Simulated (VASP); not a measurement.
# Cs (P6_3/mmc) in VASP: a series of runs

One crystal, Cs, is run at these levels: PBEsol; tasks: single point.

Program: VASP 6.6.1. These are calculated values, not measurements. Logs are shortened: lines on timing, memory, paths and dates and some standing lists are left out, and cuts for length are marked.

**1. The crystal as given**

It takes space group P6_3/mmc (No. 194, hexagonal). The conventional cell has a = 5.566 Å, b = 5.566 Å, c = 9.258 Å, α = 90.00°, β = 90.00°, γ = 120.00°.

This isn't the form of Cs at room conditions, which is bcc.

**2. Single point, PBEsol (strained and moved within the space group)**

INCAR reads:

```
  ALGO = Fast
  EDIFF = 1E-7
  ENCUT = 520
  GGA = PS
  ISIF = 2
  ISMEAR = 0
  LASPH = True
  LCHARG = False
  LREAL = False
  LWAVE = False
  NBANDS = 16
  NELM = 100
  PREC = Accurate
  SIGMA = 0.1
```

KPOINTS reads:

```
k-points
0
Gamma
  9 9 6
```

POSCAR reads:

```
Cs
1.0
    5.7605144720      0.0000000000      0.0000000000
   -2.8802572360      4.9887518717      0.0000000000
    0.0000000000      0.0000000000      9.7203844753
Cs
2
Direct
    0.3333333300      0.6666666700      0.2500000000
    0.6666666700      0.3333333300      0.7500000000
```

Potentials or basis: VASP PAW PBE potentials, release 64 (Cs_sv).

Launch:

```sh
cat potpaw_PBE.64/Cs_sv/POTCAR > POTCAR
mpirun -np 1 vasp_std > vasp.out
```

OUTCAR:

```text
EDIFF = 1E-7
   ENCUT = 520
   GGA = PS
   ISIF = 2
   ISMEAR = 0
   LASPH = True
   LREAL = False
   NELM = 100
   PREC = Accurate

 ion  position               nearest neighbor table
   1  0.333  0.667  0.250-
   2  0.667  0.333  0.750-

  LATTYP: Found a hexagonal cell.
 ALAT       =     5.7605144720
 C/A-ratio  =     1.6874160325

  Lattice vectors:

 A1 = (   5.7605144720,   0.0000000000,   0.0000000000)
 A2 = (  -2.8802572360,   4.9887518717,   0.0000000000)
 A3 = (   0.0000000000,   0.0000000000,   9.7203844753)

Analysis of symmetry for initial positions (statically):
=====================================================================
 Subroutine PRICEL returns:
 Original cell was already a primitive cell.

 Routine SETGRP: Setting up the symmetry group for a
 hexagonal supercell.

 Subroutine GETGRP returns: Found 24 space group operations
 (whereof 12 operations were pure point group operations)
 out of a pool of 24 trial point group operations.

The static configuration has the point symmetry D_3d.
 The point group associated with its full space group is D_6h.

Analysis of symmetry for dynamics (positions and initial velocities):
=====================================================================
 Subroutine PRICEL returns:
 Original cell was already a primitive cell.

 Routine SETGRP: Setting up the symmetry group for a
 hexagonal supercell.

 Subroutine GETGRP returns: Found 24 space group operations
 (whereof 12 operations were pure point group operations)
 out of a pool of 24 trial point group operations.

The dynamic configuration has the point symmetry D_3d.
 The point group associated with its full space group is D_6h.

 Subroutine INISYM returns: Found 24 space group operations
 (whereof 12 operations are pure point group operations),
 and found     1 'primitive' translations

----------------------------------------------------------------------------------------

                                     Primitive cell

  volume of cell :     279.3422

  direct lattice vectors                    reciprocal lattice vectors
     5.760514472  0.000000000  0.000000000     0.173595606  0.100225470  0.000000000
    -2.880257236  4.988751872  0.000000000     0.000000000  0.200450940  0.000000000
[... 83 lines left out ...]
   ENCUT  =  520.0 eV  38.22 Ry    6.18 a.u.  10.71 10.71 18.07*2*pi/ulx,y,z
   NELM   =    100;   NELMIN=  2; NELMDL= -5     # of ELM steps
   EDIFF  = 0.1E-06   stopping-criterion for ELM
   LREAL  =      F    real-space projection
   EDIFFG = 0.1E-05   stopping-criterion for IOM
   NSW    =      0    number of steps for IOM
   IBRION =     -1    ionic relax: 0-MD 1-quasi-New 2-CG
   NFREE  =      0    steps in history (QN), initial steepest desc. (CG)
   ISIF   =      2    stress and relaxation
   ISYM   =      2    0-nonsym 1-usesym 2-fastsym
   POTIM  = 0.5000    time-step for ionic-motion
   TEBEG  =    0.0;   TEEND  =   0.0 temperature during run
   PSTRESS=    0.0 pullay stress
   NELECT =      18.0000    total number of electrons
   NUPDOWN=      -1.0000    fix difference up-down
   EMIN   =  10.00;   EMAX   =-10.00  energy-range for DOS
   EFERMI =   0.00;   METHOD = LEGACY
   ISMEAR =     0;   SIGMA  =   0.10  broadening in eV -4-tet -1-fermi 0-gaus
   EFERMI_NEDOS =   21; number of points for ismear=-14 and -15
   IALGO  =     68    algorithm
   IMIX   =      4    mixing-type and parameters
     AMIX     =   0.40;   BMIX     =  1.00
     AMIX_MAG =   1.60;   BMIX_MAG =  1.00
  volume/ion in A,a.u.               =     139.67       942.55
  Fermi-wavevector in a.u.,A,eV,Ry     =   0.656327  1.240278  5.860912  0.430765
  Thomas-Fermi vector in A             =   1.727484
   LORBIT       =      0    0 simple, 1 ext, 2 COOP (PROOUT), +10 PAW based schemes
   GGA     = PS    functional components
   LHFCALC =     F    Hartree Fock is set to
   AEXX    =    0.0000 exact exchange contribution
   IVDW    =     0    specifies the selected vdW correction
   LEPSILON=     F    determine dielectric tensor
   LRPA    =     F    only Hartree local field effects (RPA)
 non-spin polarized calculation
 RMM-DIIS sequential band-by-band and
 Gauss-broadening in eV      SIGMA  =   0.10
  energy-cutoff  :      520.00
  volume of cell :      279.34
 maximum number of plane-waves:      7570
 NGX is ok and might be reduce to    48
   NGX = 21   NGY = 21   NGZ = 37

 number of electron      18.0000004 magnetization

 Free energy of the ion-electron system (eV)
  ---------------------------------------------------
  ext. energy  EPLUGINS =         0.00000000
  ---------------------------------------------------
  free energy    TOTEN  =        -1.81563180 eV

  energy without entropy =       -1.80220266  energy(sigma->0) =       -1.80891723

 E-fermi :  -0.0423     XC(G=0):  -4.9961

 val. band max:       -0.0622327530   @ k =   0.1111   0.1111   0.1667
 cond. band min:      -0.0320277956   @ k =   0.3333   0.1111   0.5000
 fundamental gap:      0.0302049574
 Fermi energy:        -0.0423218551

 k-point     1 :       0.0000    0.0000    0.0000
  band No.  band energies     occupation
      1     -24.0258      2.00000
      2     -24.0239      2.00000
      3     -10.8300      2.00000
      4     -10.7725      2.00000
      5     -10.7725      2.00000
      6     -10.7685      2.00000
[... 433 lines left out ...]
      3     -10.8161      2.00000
      4     -10.8124      2.00000
      5     -10.8124      2.00000
      6     -10.8016      2.00000
[... 8 lines left out ...]
     15       1.9470      0.00000
     16       2.6476      0.00000

 [... further k-points ...]

------------------------ aborting loop because EDIFF is reached ----------------------------------------

  FORCE on cell =-STRESS in cart. coord.  units (eV):
  Direction    XX          YY          ZZ          XY          YZ          ZX
  --------------------------------------------------------------------------------------
  -------------------------------------------------------------------------------------
  Total       -0.5725916     -0.5725916     -0.6213820      0.0000000     -0.0000000     -0.0000000
  in kB       -3.2841194     -3.2841194     -3.5639587      0.0000000     -0.0000000     -0.0000000
  external PRESSURE =      -3.3773992 kB  Pullay stress =       0.0000000 kB

 VOLUME and BASIS-vectors are now :
 -----------------------------------------------------------------------------
  energy-cutoff  :      520.00
  volume of cell :      279.34
      direct lattice vectors                 reciprocal lattice vectors
     5.760514472  0.000000000  0.000000000     0.173595606  0.100225470  0.000000000
    -2.880257236  4.988751872  0.000000000     0.000000000  0.200450940  0.000000000
     0.000000000  0.000000000  9.720384475     0.000000000  0.000000000  0.102876589

 POSITION                                       TOTAL-FORCE (eV/Angst)
 -----------------------------------------------------------------------------------
     -0.00000      3.32583      2.43010         0.000000      0.000000      0.000000
      2.88026      1.66292      7.29029        -0.000000      0.000000      0.000000
 -----------------------------------------------------------------------------------
    total drift:                               -0.000006      0.000003     -0.000000

  FREE ENERGIE OF THE ION-ELECTRON SYSTEM (eV)
  ---------------------------------------------------
  free  energy   TOTEN  =        -1.8156317998 eV

  energy  without entropy=       -1.8022026596  energy(sigma->0) =       -1.80891723
```

Run time: 2.1 min. Hardware: 1 thread of Intel Xeon 6975P-C (Granite Rapids), shared host; peak memory 0.5 GiB.

Results:

```
Free energy            : -1.8156 eV
Pressure               : -0.3 GPa
Band gap on the k mesh : none (metal or under the smearing width)
```

Levels at points of the mesh, in eV from the Fermi level:
```csv
k point,band 7,band 8,band 9,band 10,band 11,band 12
"(0.00, 0.00, 0.00)",-10.72,-10.72,-1.49,-0.06,0.55,2.21
"(0.00, 0.00, 0.50)",-10.73,-10.73,-1.00,-1.00,1.50,1.50
```

Caveat: the PAW data sets were made with another functional, which shifts forces and pressure a little.

**3. Single point, PBEsol (strained and moved within the space group)**

INCAR reads:

```
SYSTEM = Cs
PREC = Accurate
ENCUT = 520
EDIFF = 1E-7
ISMEAR = 0
SIGMA = 0.1
LREAL = .FALSE.
LASPH = .TRUE.
NELM = 100
ALGO = Fast
ISIF = 2
LWAVE = .FALSE.
LCHARG = .FALSE.
GGA = PS
NBANDS = 16
```

KPOINTS reads:

```
Automatic mesh
0
G
  9 9 6
  0 0 0
```

POSCAR reads:

```
Cs
1.0
    5.8029297241      0.0000000000      0.0000000000
   -2.9014648621      5.0254845576      0.0000000000
    0.0000000000      0.0000000000      9.5131797162
Cs
2
Direct
    0.3333333300      0.6666666700      0.2500000000
    0.6666666700      0.3333333300      0.7500000000
```

Potentials or basis: VASP PAW PBE potentials, release 64 (Cs_sv).

Launch:

```sh
cat potpaw_PBE.64/Cs_sv/POTCAR > POTCAR
mpirun -np 1 vasp_std > vasp.out
```

OUTCAR:

```text
SYSTEM = Cs
   PREC = Accurate
   ENCUT = 520
   EDIFF = 1E-7
   ISMEAR = 0
   LREAL = .FALSE.
   LASPH = .TRUE.
   NELM = 100
   ISIF = 2
   GGA = PS

 ion  position               nearest neighbor table
   1  0.333  0.667  0.250-
   2  0.667  0.333  0.750-

  LATTYP: Found a hexagonal cell.
 ALAT       =     5.8029297241
 C/A-ratio  =     1.6393753101

  Lattice vectors:

 A1 = (   5.8029297241,   0.0000000000,   0.0000000000)
 A2 = (  -2.9014648621,   5.0254845576,   0.0000000000)
 A3 = (   0.0000000000,   0.0000000000,   9.5131797162)

Analysis of symmetry for initial positions (statically):
=====================================================================
 Subroutine PRICEL returns:
 Original cell was already a primitive cell.

 Routine SETGRP: Setting up the symmetry group for a
 hexagonal supercell.

 Subroutine GETGRP returns: Found 24 space group operations
 (whereof 12 operations were pure point group operations)
 out of a pool of 24 trial point group operations.

The static configuration has the point symmetry D_3d.
 The point group associated with its full space group is D_6h.

[... 162 lines left out ...]
  energy without entropy =       -1.80549845  energy(sigma->0) =       -1.81263155

 E-fermi :  -0.0255     XC(G=0):  -5.0123

 val. band max:       -0.0304988009   @ k =   0.0000   0.0000   0.0000
 cond. band min:      -0.0223013652   @ k =   0.3333   0.1111   0.5000
 fundamental gap:      0.0081974356
 Fermi energy:        -0.0254768315

 k-point     1 :       0.0000    0.0000    0.0000
  band No.  band energies     occupation
      1     -24.0064      2.00000
      2     -24.0041      2.00000
      3     -10.8150      2.00000
      4     -10.7558      2.00000
      5     -10.7558      2.00000
      6     -10.7464      2.00000
[... 433 lines left out ...]
      3     -10.7969      2.00000
      4     -10.7933      2.00000
      5     -10.7933      2.00000
      6     -10.7797      2.00000
[... 8 lines left out ...]
     15       2.0142      0.00000
     16       2.6802      0.00000

 [... further k-points ...]

------------------------ aborting loop because EDIFF is reached ----------------------------------------

  FORCE on cell =-STRESS in cart. coord.  units (eV):
  Direction    XX          YY          ZZ          XY          YZ          ZX
  --------------------------------------------------------------------------------------
  -------------------------------------------------------------------------------------
  Total       -0.5868234     -0.5868234     -0.5615605      0.0000000      0.0000000      0.0000000
  in kB       -3.3889649     -3.3889649     -3.2430691      0.0000000      0.0000000      0.0000000
  external PRESSURE =      -3.3403330 kB  Pullay stress =       0.0000000 kB

 VOLUME and BASIS-vectors are now :
 -----------------------------------------------------------------------------
  energy-cutoff  :      520.00
  volume of cell :      277.43
      direct lattice vectors                 reciprocal lattice vectors
     5.802929724  0.000000000  0.000000000     0.172326747  0.099492894  0.000000000
    -2.901464862  5.025484558  0.000000000     0.000000000  0.198985787  0.000000000
     0.000000000  0.000000000  9.513179716     0.000000000  0.000000000  0.105117325

 POSITION                                       TOTAL-FORCE (eV/Angst)
 -----------------------------------------------------------------------------------
     -0.00000      3.35032      2.37829        -0.000000      0.000000      0.000000
      2.90146      1.67516      7.13488         0.000000     -0.000000      0.000000
 -----------------------------------------------------------------------------------
    total drift:                               -0.000006      0.000003     -0.000000

  FREE ENERGIE OF THE ION-ELECTRON SYSTEM (eV)
  ---------------------------------------------------
  free  energy   TOTEN  =        -1.8197646595 eV

  energy  without entropy=       -1.8054984504  energy(sigma->0) =       -1.81263155
```

stdout:

```text
POSCAR found type information on POSCAR Cs
 POSCAR found :  1 types and       2 ions
 scaLAPACK will be used
 -----------------------------------------------------------------------------
|                                                                             |
|                                                                             |
|     You enforced a specific xc type in the INCAR file but a different       |
|     I HOPE YOU KNOW WHAT YOU ARE DOING!                                     |
|                                                                             |
 -----------------------------------------------------------------------------

 LDA part: xc-table for (Slater+PW92), standard interpolation
 POSCAR, INCAR and KPOINTS ok, starting setup
 FFT: planning ... GRIDC
 FFT: planning ... GRID_SOFT
 FFT: planning ... GRID
 WAVECAR not read
 entering main loop
WARNING in EDDRMM: call to ZHEGV failed, returncode =   8  4     10
WARNING in EDDRMM: call to ZHEGV failed, returncode =   8  4      9
WARNING in EDDRMM: call to ZHEGV failed, returncode =   6  3     10
```

Run time: 1.9 min. Hardware: 1 thread of Intel Xeon 6975P-C (Granite Rapids), shared host; peak memory 0.5 GiB.

What came out:

* Free energy: -1.8198 eV
* Pressure: -0.3 GPa
* Band gap on the k mesh: none (metal or under the smearing width)

Levels at points of the mesh, in eV from the Fermi level:
| k point | band 7 | band 8 | band 9 | band 10 | band 11 | band 12 |
| --- | --- | --- | --- | --- | --- | --- |
| (0.00, 0.00, 0.00) | -10.72 | -10.72 | -1.50 | -0.01 | 0.61 | 2.29 |
| (0.00, 0.00, 0.50) | -10.73 | -10.73 | -0.99 | -0.99 | 1.57 | 1.57 |

Caveat: the PAW data sets were made with another functional, which shifts forces and pressure a little. Spin-orbit coupling is left out, which matters for the levels of Cs.

**4. Single point, PBEsol**

INCAR reads:

```
SYSTEM = Cs
PREC = Accurate
ENCUT = 520
EDIFF = 1E-7
ISMEAR = 0
SIGMA = 0.1
LREAL = .False.
LASPH = .True.
NELM = 100
ALGO = Fast
ISIF = 2
LWAVE = .False.
LCHARG = .True.
GGA = PS
LELF = .True.
LVHAR = .True.
NBANDS = 16
```

KPOINTS reads:

```
Automatic mesh
0
Gamma
  6 6 2
  0 0 0
```

POSCAR reads:

```
Cs
1.0
    5.5663060538      0.0000000000      0.0000000000
   -2.7831530269      4.8205624479      0.0000000000
    0.0000000000      0.0000000000      9.2584789600
Cs
2
Direct
    0.3333333300      0.6666666700      0.2500000000
    0.6666666700      0.3333333300      0.7500000000
```

Potentials or basis: VASP PAW PBE potentials, release 64 (Cs_sv).

Launch:

```sh
cat potpaw_PBE.64/Cs_sv/POTCAR > POTCAR
mpirun -np 1 vasp_std > vasp.out
```

OUTCAR:

```text
SYSTEM = Cs
   PREC = Accurate
   ENCUT = 520
   EDIFF = 1E-7
   ISMEAR = 0
   LREAL = .False.
   LASPH = .True.
   NELM = 100
   ISIF = 2
   GGA = PS

 ion  position               nearest neighbor table
   1  0.333  0.667  0.250-
   2  0.667  0.333  0.750-

  LATTYP: Found a hexagonal cell.
 ALAT       =     5.5663060538
 C/A-ratio  =     1.6633075635

  Lattice vectors:

 A1 = (   5.5663060538,   0.0000000000,   0.0000000000)
[... 443 lines left out ...]

------------------------ aborting loop because EDIFF is reached ----------------------------------------

  FORCE on cell =-STRESS in cart. coord.  units (eV):
  Direction    XX          YY          ZZ          XY          YZ          ZX
  --------------------------------------------------------------------------------------
  -------------------------------------------------------------------------------------
  Total       -0.2377876     -0.2377876     -0.5363621     -0.0000000      0.0000000     -0.0000000
  in kB       -1.5335406     -1.5335406     -3.4591091     -0.0000000      0.0000000     -0.0000000
  external PRESSURE =      -2.1753968 kB  Pullay stress =       0.0000000 kB

 VOLUME and BASIS-vectors are now :
 -----------------------------------------------------------------------------
  energy-cutoff  :      520.00
  volume of cell :      248.43
      direct lattice vectors                 reciprocal lattice vectors
     5.566306054  0.000000000  0.000000000     0.179652357  0.103722336  0.000000000
    -2.783153027  4.820562448  0.000000000     0.000000000  0.207444673  0.000000000
     0.000000000  0.000000000  9.258478960     0.000000000  0.000000000  0.108009102

 POSITION                                       TOTAL-FORCE (eV/Angst)
 -----------------------------------------------------------------------------------
     -0.00000      3.21371      2.31462        -0.000000      0.000000      0.000000
      2.78315      1.60685      6.94386         0.000000     -0.000000      0.000000
 -----------------------------------------------------------------------------------
    total drift:                               -0.000006      0.000003     -0.000000

  FREE ENERGIE OF THE ION-ELECTRON SYSTEM (eV)
  ---------------------------------------------------
  free  energy   TOTEN  =        -1.8905796010 eV

  energy  without entropy=       -1.8861558302  energy(sigma->0) =       -1.88836772
```

It took 38 s on 1 thread of AMD EPYC 9R45 (Zen 5), shared host; peak memory 0.3 GiB.

What came out:

| Property | Result |
| --- | --- |
| Free energy | -1.8906 eV |
| Pressure | -0.2 GPa |
| Band gap on the k mesh | none (metal or under the smearing width) |

Stress tensor (GPa, compression positive):
```
-0.15  0.00  0.00
 0.00 -0.15  0.00
 0.00  0.00 -0.35
```

Caveat: the PAW data sets were made with another functional, which shifts forces and pressure a little. Spin-orbit coupling is left out, which matters for the levels of Cs.
